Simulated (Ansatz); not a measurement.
Band table of Pb (dhcp type)

```yaml
crystal:
  lattice:
    - [2.61807, 0.00000, 0.00000]
    - [-1.30904, 2.26732, 0.00000]
    - [0.00000, 0.00000, 8.60497]
  atoms:
    - { symbol: Pb, position: [0.00000, 0.00000, 0.00000] }
    - { symbol: Pb, position: [0.00000, 0.00000, 0.50000] }
    - { symbol: Pb, position: [0.33333, 0.66667, 0.25000] }
    - { symbol: Pb, position: [0.66667, 0.33333, 0.75000] }
```

The cell comes from a relaxation on PAW files under the same functional, begun from a prototype that needn't be the stable phase.

Level of theory: DFT with PBE, scalar-relativistic, in Ansatz 0.2.0; a Γ-centred 10×10×3 k mesh, Fermi–Dirac smearing of 0.1 eV, no spin polarisation. LAPW: all electrons, basis error target 1 meV/atom.

This run: volume at 0.4 of the series' base cell.

Spin–orbit coupling is left out, which matters for the heavy atoms.

Path points, in fractions of the reciprocal vectors: Γ (0.000, 0.000, 0.000), M (0.500, 0.000, 0.000), K (0.333, 0.333, 0.000), A (0.000, 0.000, 0.500), L (0.500, 0.000, 0.500), H (0.333, 0.333, 0.500). Levels in eV from the Fermi level; bands 65 to 102, counted from the lowest band of the run. The gap is zero, the pressure 347.6 GPa.

```
# k(1/Å) point b65 b66 b67 b68 b69 b70 b71 b72 b73 b74 b75 b76 b77 b78 b79 b80 b81 b82 b83 b84 b85 b86 b87 b88 b89 b90 b91 b92 b93 b94 b95 b96 b97 b98 b99 b100 b101 b102
0.000 Γ -22.73 -22.53 -22.14 -22.14 -21.18 -21.14 -21.14 -21.12 -21.12 -20.85 -20.85 -20.84 -20.84 -20.01 -20.01 -19.53 -19.53 -19.28 -19.28 -19.18 -19.17 -18.71 -18.71 -11.58 -9.31 1.94 1.99 6.53 6.63 7.83 8.51 9.55 10.06 10.06 11.03 11.03 13.04 13.04
0.346 - -22.44 -22.02 -21.86 -21.81 -21.26 -21.24 -21.15 -20.98 -20.91 -20.84 -20.72 -20.60 -20.57 -20.54 -20.16 -20.10 -19.99 -19.50 -19.32 -19.30 -18.67 -18.01 -17.99 -10.41 -9.16 2.32 2.36 5.66 6.58 6.81 8.24 8.30 8.43 8.50 9.97 10.41 10.63 11.25
0.693 - -22.35 -22.09 -21.88 -21.73 -21.72 -21.15 -21.05 -20.89 -20.76 -20.74 -20.36 -20.24 -20.09 -19.86 -19.86 -19.75 -19.73 -19.40 -19.25 -19.20 -18.60 -16.28 -16.27 -8.47 -7.76 -0.12 1.77 1.96 3.61 3.89 5.07 7.66 8.33 8.42 8.43 8.81 8.91 9.29
1.039 - -22.74 -22.54 -22.49 -22.16 -22.14 -21.49 -21.20 -20.97 -20.95 -20.33 -20.27 -19.98 -19.92 -19.02 -18.92 -18.91 -18.85 -18.81 -18.81 -18.54 -15.93 -13.48 -13.48 -6.74 -5.95 -5.26 -3.60 -2.64 2.02 2.51 3.22 5.33 5.65 6.21 6.21 7.88 9.02 9.14
1.386 M -22.91 -22.75 -22.73 -22.32 -22.29 -21.64 -21.45 -21.08 -21.07 -20.07 -20.03 -19.97 -19.93 -18.67 -18.62 -18.58 -18.52 -18.45 -18.43 -18.39 -11.70 -11.27 -10.31 -10.29 -8.10 -7.66 -3.55 -2.64 -1.50 1.11 1.52 5.27 5.28 5.68 5.81 7.75 8.96 9.21
1.586 - -22.78 -22.68 -22.62 -22.16 -22.16 -21.54 -21.50 -21.17 -21.05 -20.41 -20.06 -19.89 -19.77 -18.81 -18.78 -18.67 -18.66 -18.59 -18.56 -18.41 -11.40 -11.10 -10.00 -9.87 -8.02 -7.56 -3.31 -2.70 -1.25 0.61 1.13 3.52 3.60 5.92 6.08 7.38 8.64 10.52
1.786 - -22.49 -22.46 -22.28 -21.75 -21.74 -21.64 -21.39 -21.26 -20.99 -20.86 -20.15 -19.81 -19.78 -19.28 -19.28 -18.95 -18.91 -18.79 -18.63 -18.51 -10.68 -10.64 -9.06 -8.75 -7.75 -7.28 -3.33 -2.64 -0.64 -0.55 0.12 0.69 2.04 5.94 6.24 6.82 7.00 12.41
1.986 - -22.24 -22.12 -21.80 -21.75 -21.69 -21.44 -21.14 -21.03 -21.03 -20.91 -20.23 -20.14 -19.95 -19.72 -19.62 -19.22 -19.08 -18.90 -18.70 -18.70 -9.97 -9.74 -7.63 -7.27 -7.19 -7.17 -4.91 -2.77 -2.67 -0.99 -0.52 0.45 2.32 3.34 4.40 7.85 8.11 11.35
2.186 K -21.95 -21.93 -21.93 -21.78 -21.78 -21.41 -20.89 -20.89 -20.87 -20.54 -20.54 -20.52 -19.99 -19.99 -19.44 -19.44 -19.03 -18.91 -18.91 -18.76 -9.17 -8.61 -8.61 -6.70 -6.27 -5.35 -5.35 -5.01 -5.01 0.32 0.32 0.51 1.26 2.91 2.91 8.50 9.66 9.66
2.586 - -22.19 -22.16 -21.89 -21.74 -21.55 -21.36 -21.29 -21.23 -20.82 -20.76 -20.39 -20.22 -20.06 -20.04 -19.61 -19.52 -19.22 -18.69 -18.54 -18.53 -13.73 -11.28 -11.24 -6.16 -4.80 -4.24 -3.21 -3.16 -2.17 -1.47 -0.17 3.84 4.00 4.37 4.95 6.80 6.95 12.07
2.986 - -22.02 -21.89 -21.80 -21.63 -21.58 -21.30 -21.16 -20.86 -20.80 -20.79 -20.72 -20.59 -20.45 -20.30 -19.99 -19.39 -19.18 -19.16 -19.05 -18.87 -17.88 -15.40 -15.39 -8.04 -6.74 -0.10 0.29 1.65 2.49 2.83 3.69 4.15 4.51 7.55 8.06 8.68 9.30 11.91
3.386 - -22.35 -21.86 -21.80 -21.71 -21.33 -21.31 -21.18 -20.99 -20.84 -20.76 -20.72 -20.70 -20.48 -20.38 -20.38 -20.16 -19.84 -19.67 -19.30 -19.24 -18.77 -17.76 -17.76 -10.06 -9.10 2.44 2.47 5.80 5.80 6.63 7.10 7.27 7.69 9.37 9.62 10.73 11.07 11.09
3.786 Γ -22.73 -22.53 -22.14 -22.14 -21.18 -21.14 -21.14 -21.12 -21.12 -20.85 -20.85 -20.84 -20.84 -20.01 -20.01 -19.53 -19.53 -19.28 -19.28 -19.18 -19.17 -18.71 -18.71 -11.58 -9.31 1.94 1.99 6.53 6.63 7.83 8.51 9.55 10.06 10.06 11.03 11.03 13.04 13.04
3.877 - -22.72 -22.49 -22.25 -22.04 -21.18 -21.13 -21.13 -21.11 -21.11 -20.87 -20.87 -20.85 -20.85 -19.99 -19.99 -19.86 -19.57 -19.57 -19.23 -19.23 -18.72 -18.72 -18.39 -12.20 -8.63 0.39 3.46 6.57 6.67 7.70 8.48 9.60 10.12 10.12 11.04 11.04 12.89 12.89
3.968 - -22.69 -22.38 -22.36 -21.96 -21.19 -21.10 -21.10 -21.09 -21.09 -20.90 -20.90 -20.88 -20.88 -20.43 -19.95 -19.95 -19.64 -19.64 -19.14 -19.14 -18.77 -18.77 -17.52 -13.30 -7.35 -1.21 4.80 6.66 6.80 7.40 8.44 9.63 10.28 10.28 11.07 11.07 12.58 12.58
4.059 - -22.63 -22.47 -22.21 -21.95 -21.18 -21.07 -21.07 -21.06 -21.06 -20.94 -20.94 -20.93 -20.93 -20.86 -19.88 -19.88 -19.72 -19.72 -19.04 -19.04 -18.84 -18.84 -16.56 -14.43 -5.90 -2.81 5.82 6.80 6.93 7.00 8.58 9.45 10.53 10.53 11.02 11.02 12.36 12.36
4.151 A -22.56 -22.56 -22.04 -22.04 -21.10 -21.10 -21.04 -21.04 -21.04 -21.04 -20.96 -20.96 -20.96 -20.96 -19.80 -19.80 -19.80 -19.80 -18.93 -18.93 -18.93 -18.93 -15.53 -15.53 -4.38 -4.38 6.51 6.51 6.92 6.92 9.01 9.01 10.81 10.81 10.81 10.81 12.40 12.40
4.497 - -22.27 -22.27 -21.60 -21.60 -21.38 -21.38 -21.06 -21.06 -20.81 -20.81 -20.79 -20.79 -20.70 -20.70 -19.86 -19.86 -19.86 -19.86 -19.43 -19.43 -18.90 -18.90 -14.60 -14.60 -3.96 -3.96 5.89 5.89 7.15 7.15 8.15 8.15 8.91 8.91 9.60 9.60 10.30 10.30
4.843 - -22.22 -22.22 -21.87 -21.87 -21.41 -21.41 -21.15 -21.15 -20.56 -20.56 -20.19 -20.19 -19.94 -19.94 -19.79 -19.79 -19.62 -19.62 -18.85 -18.85 -18.64 -18.64 -12.69 -12.69 -2.79 -2.79 0.66 0.66 4.81 4.81 5.97 5.97 7.95 7.95 9.03 9.03 10.44 10.44
5.190 - -22.58 -22.58 -22.26 -22.26 -22.07 -22.07 -21.23 -21.23 -20.69 -20.69 -19.57 -19.57 -19.27 -19.27 -19.18 -19.18 -18.95 -18.95 -18.69 -18.69 -15.46 -15.46 -10.08 -10.08 -5.50 -5.50 -1.28 -1.28 0.42 0.42 3.54 3.54 6.58 6.58 8.56 8.56 9.37 9.37
5.536 L -22.72 -22.72 -22.42 -22.42 -22.37 -22.37 -21.31 -21.31 -20.76 -20.76 -19.35 -19.35 -19.03 -19.03 -18.98 -18.98 -18.60 -18.60 -18.44 -18.44 -11.39 -11.39 -10.70 -10.70 -6.68 -6.68 -5.01 -5.01 1.62 1.62 2.59 2.59 4.75 4.75 7.78 7.78 8.28 8.28
5.736 - -22.57 -22.57 -22.36 -22.36 -22.27 -22.27 -21.28 -21.28 -20.79 -20.79 -19.47 -19.47 -19.29 -19.29 -18.96 -18.96 -18.61 -18.61 -18.55 -18.55 -11.07 -11.07 -10.50 -10.50 -6.44 -6.44 -4.91 -4.91 1.00 1.00 2.17 2.17 4.97 4.97 5.85 5.85 9.31 9.31
5.936 - -22.31 -22.31 -22.12 -22.12 -21.98 -21.98 -21.23 -21.23 -20.77 -20.77 -19.90 -19.90 -19.62 -19.62 -19.18 -19.18 -18.78 -18.78 -18.58 -18.58 -10.24 -10.24 -9.98 -9.98 -5.71 -5.71 -4.71 -4.71 -1.27 -1.27 2.68 2.68 3.26 3.26 5.42 5.42 9.25 9.25
6.136 - -22.21 -22.21 -21.78 -21.78 -21.56 -21.56 -21.15 -21.15 -20.61 -20.61 -20.39 -20.39 -19.97 -19.97 -19.49 -19.49 -18.88 -18.88 -18.64 -18.64 -9.37 -9.37 -8.99 -8.99 -5.31 -5.31 -4.53 -4.53 -2.78 -2.78 0.36 0.36 3.80 3.80 5.85 5.85 8.04 8.04
6.336 H -22.18 -22.18 -21.74 -21.74 -21.23 -21.23 -21.03 -21.03 -20.67 -20.67 -20.64 -20.64 -19.98 -19.98 -19.66 -19.66 -18.89 -18.89 -18.72 -18.72 -8.50 -8.50 -8.25 -8.25 -6.90 -6.90 -3.27 -3.27 -2.56 -2.56 -1.83 -1.83 4.93 4.93 5.48 5.48 7.26 7.26
6.736 - -22.13 -22.13 -21.90 -21.90 -21.45 -21.45 -21.32 -21.32 -20.54 -20.54 -20.37 -20.37 -20.04 -20.04 -19.73 -19.73 -18.98 -18.98 -18.43 -18.43 -13.16 -13.16 -8.15 -8.15 -5.03 -5.03 -3.54 -3.54 0.20 0.20 1.33 1.33 2.11 2.11 7.77 7.77 8.88 8.88
7.136 - -21.90 -21.90 -21.86 -21.86 -21.36 -21.36 -21.19 -21.19 -20.78 -20.78 -20.52 -20.52 -20.15 -20.15 -19.82 -19.82 -19.29 -19.29 -18.80 -18.80 -17.48 -17.48 -11.90 -11.90 -2.29 -2.29 0.65 0.65 1.41 1.41 5.16 5.16 5.67 5.67 9.17 9.17 11.61 11.61
7.536 - -22.17 -22.17 -21.52 -21.52 -21.40 -21.40 -21.11 -21.11 -20.88 -20.88 -20.64 -20.64 -20.60 -20.60 -19.97 -19.97 -19.73 -19.73 -19.52 -19.52 -18.88 -18.88 -14.34 -14.34 -3.82 -3.82 5.98 5.98 6.27 6.27 7.51 7.51 8.84 8.84 9.50 9.50 10.62 10.62
7.936 A -22.56 -22.56 -22.04 -22.04 -21.10 -21.10 -21.04 -21.04 -21.04 -21.04 -20.96 -20.96 -20.96 -20.96 -19.80 -19.80 -19.80 -19.80 -18.93 -18.93 -18.93 -18.93 -15.53 -15.53 -4.38 -4.38 6.51 6.51 6.92 6.92 9.01 9.01 10.81 10.81 10.81 10.81 12.40 12.40
```
